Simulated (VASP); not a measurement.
# From VASP inputs to Ansatz: NaCl (distorted zincblende)

INCAR

```
ISMEAR = -1
ISIF = 2
LASPH = .TRUE.
LCHARG = .FALSE.
LREAL = .FALSE.
LWAVE = .FALSE.
EDIFF = 1E-7
GGA = PS
NBANDS = 14
ENCUT = 520
NSW = 0
PREC = Accurate
NELM = 120
SIGMA = 0.02
IBRION = -1
```

KPOINTS

```
KPOINTS created by Atomic Simulation Environment
0
Gamma
6 6 6
0 0 0
```

POSCAR

```
Na Cl
 1.0000000000000000
     0.0273000000000000    3.0600999999999998    3.0362000000000000
     2.9838000000000000    0.0907000000000000    2.9727999999999999
     3.0872000000000002    3.1000999999999999   -0.0127000000000000
 Na  Cl
   1   1
Cartesian
  0.2112730300000000  3.0649417299999997  3.0633903500000002
  1.6448390400000001  1.6152978900000001  1.5587967900000002
```

VASP ran with the recommended PBE PAW datasets (14 valence electrons in the cell).

Task: Translate these files to an Ansatz input.

Result: 

```yaml
crystal:
  lattice:
    - [0.0273, 3.0601, 3.0362]
    - [2.9838, 0.0907, 2.9728]
    - [3.0872, 3.1001, -0.0127]
  atoms:
    - { symbol: Na, position: [0.9745, 0.0353, 0.0257] }
    - { symbol: Cl, position: [0.2484, 0.2718, 0.2679] }
kpoints:
  mp_grid: { grid: [6, 6, 6] }
hamiltonian:
  xc: pbesol
scf:
  occupations: { method: fermi_dirac, width: 0.02 }
  n_extra_bands: 4
output:
  forces: true
  stress: true
  eigenvalues: true
```

Other inputs would serve too.

|  | VASP | Ansatz |
| --- | --- | --- |
| gap between bands v and c on the k mesh | 4.90 eV | 4.91 eV |
| least direct gap on the k mesh | 4.90 eV | 4.91 eV |
| pressure | 1.5 GPa | 1.5 GPa |
| largest force | 0.28 eV/Å | 0.28 eV/Å |

The two codes use different PAW datasets and cutoffs. VASP's cell holds 14 valence electrons and Ansatz's 16. Ansatz's stress includes a Pulay correction; VASP's doesn't.
